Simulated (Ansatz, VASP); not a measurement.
B in VASP and in Ansatz

```
CELL_PARAMETERS angstrom
-1.06245 1.06245 1.06245
1.06245 -1.06245 1.06245
1.06245 1.06245 -1.06245
ATOMIC_POSITIONS crystal
B 0.00000 0.00000 0.00000
```

Change from the starting cell: volume scaled by 0.78, LAPW.

Alike in both runs: task single point; functional PBE; k mesh 22 × 22 × 22; occupations fermi-dirac, width 0.1 eV; no spin polarisation.

|  | VASP | Ansatz |
| --- | --- | --- |
| version | VASP 6.6.1 | Ansatz 0.2.0 |
| potentials or method | VASP PAW PBE potentials, release 64 (B), cutoff 520 eV | all-electron LAPW, scalar-relativistic |

|  | VASP | Ansatz | Ansatz less VASP |
| --- | --- | --- | --- |
| pressure (GPa) | 92.7 | 92.7 | 0.00 |

Ansatz ran all-electron here, so the differences hold the error of VASP's frozen core and of both bases.

Caveats: the cell as given lies far from equilibrium; so large a pressure means that the cell lies far from this level's equilibrium, or that cutoff or potentials fall short (VASP).
